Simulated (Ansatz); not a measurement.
**Computed properties of VO2**

```xyz
6
Lattice="4.5546 0.0000 0.0000 0.0000 4.5546 0.0000 0.0000 0.0000 2.8528" Properties=species:S:1:pos:R:3 pbc="T T T"
V     0.0000    0.0000    0.0000
V     2.2773    2.2773    1.4264
O     1.3668    1.3668    0.0000
O     0.9105    3.6441    1.4264
O     3.1878    3.1878    0.0000
O     3.6441    0.9105    1.4264
```

Atoms are numbered in the order listed.

Structure: COD 1548819, as refined from experiment and not relaxed.

Semilocal functionals without U often leave such compounds metallic or with too small a gap, and the real magnetic order may differ.

The magnetic state is the one reached from the start moments; no search over orders was made, so it needn't be the ground state.

All numbers are computed: DFT, PBE, all-electron LAPW, scalar-relativistic (Ansatz 0.2.0); DFT, PBE, PAW with Ansatz's default frozen-core files, scalar-relativistic (Ansatz 0.2.0); DFT, PBE, all-electron PAW with datasets made for the crystal, scalar-relativistic (Ansatz 0.2.0).

For LAPW: a Γ-centred 7×7×11 k mesh, Fermi–Dirac smearing of 0.08 eV, basis error target 0.5 meV/atom, spin-polarised from start moments V1 1.5, V2 1.5 μB. PAW takes a cutoff of 420 eV at this cell. The crystal-made all-electron datasets (AE datasets) take a cutoff of 500 eV at this cell. The Ansatz runs share mesh, smearing and spin set-up. Values come from LAPW unless marked.

```yaml
Density_of_states_at_the_Fermi_level_0.2_eV_bin: 3.13 states/eV per cell
Volume_per_atom: 9.86 Å³
```

(1) Moment of the cell: what does the calculation give?

(2) Predict this quantity. Contact hyperfine fields (crystal-made datasets).

(3) Give the computed value. Bader charges (from the PAW run).

(4) Predict this quantity. Stress xx, yy, zz (compression positive).

(5) Band gap: what does the calculation give?

(6) Pressure at this cell: what does the calculation give?

(7) Moments in the spheres: what does the calculation give?

(8) Give the computed value. Löwdin charges (with 0.15 e of the cell spilling out of the atomic basis, so their sizes and signs hang on that basis).

Results:

(1) 1.99 μB.

(2) V1 -4.2, O3 -0.9 T, core polarisation included, positive along the moment of the spin-up electrons.

(3) V1 +2.11, O3 -1.06 e.

(4) 2.58, 2.58, -0.12 GPa.

(5) none: bands cross the Fermi level, a metal.

(6) 1.68 GPa.

(7) V1 0.94, O3 -0.05 μB.

(8) V1 1.35, O3 -0.64 e.
